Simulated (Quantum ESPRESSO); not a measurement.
GaAs in Quantum ESPRESSO: the effect of dispersion

Crystal: GaAs.

```
CELL_PARAMETERS angstrom
0.00000 2.82685 2.82685
2.82685 0.00000 2.82685
2.82685 2.82685 0.00000
ATOMIC_POSITIONS crystal
As 0.75000 0.75000 0.75000
Ga 0.00000 0.00000 0.00000
```

Alike in all runs:

* Program: Quantum ESPRESSO 7.5
* Task: phonons
* Potentials or basis: SG15 PBE 1.2
* Cutoff: 1197 eV
* Density cutoff: 4789 eV
* k mesh: 6 × 6 × 6, shifted
* Occupations: fermi-dirac, width 0.05 eV
* Spin: no spin polarisation

Each run relaxes the cell or the atoms first.

**Question.** One run gave: relaxed volume 22.35 Å³/atom. Which dispersion did it use?
A. none
B. D3(BJ) two-body
C. D2
D. rVV10

**Answer.** C.

| dispersion | functional | relaxed volume (Å³/atom) |
| --- | --- | --- |
| none | PBE | 23.77 |
| D2 | PBE | 22.35 |
| D3(BJ) two-body | PBE | 22.93 |
| rVV10 | rPW86PBE | 23.90 |

Caveats: the acoustic modes lie far from zero, so the frequencies are unreliable (some runs); the mesh is thin for the phonons of a metal (some runs); the potentials were made for another functional, which shifts forces and pressure (some runs); some modes are imaginary (some runs).
